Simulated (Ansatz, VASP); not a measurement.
**One calculation of AlN, two programs**

```
Al N
1.0
    -0.06108    2.03855    2.03855
     2.03855   -0.06108    2.03855
     2.03855    2.03855   -0.06108
Al N
1 1
Direct
  0.00000 0.00000 0.00000
  0.50000 0.50000 0.50000
```

Change from the starting cell: epitaxial_111 strain +4.0%.

Alike in both runs: task single point; functional r2SCAN; k mesh 10 × 10 × 10; no spin polarisation.

```csv
,VASP,Ansatz
version,VASP 6.6.1,Ansatz 0.2.0
potentials or method,"VASP PAW PBE potentials, release 64 (Al, N)","plane waves, PAW"
plane-wave cutoff (eV),520,500
occupations,"gaussian, width 0.01 eV",fixed
valence electrons in the cell,8,8
```

|  | VASP | Ansatz | Ansatz less VASP |
| --- | --- | --- | --- |
| gap on the k mesh at the Fermi level (eV) | 4.26 | 4.26 | 0.000 |
| pressure (GPa) | -18.1 | -17.3 | +0.76 |
| largest component of the traceless stress (GPa) | 8.66 | 8.65 | -0.012 |

Caveats: so large a pressure means that the cell lies far from this level's equilibrium, or that cutoff or potentials fall short (VASP); the potentials were made for another functional, which shifts forces and pressure (VASP). A k mesh can miss the band edges.
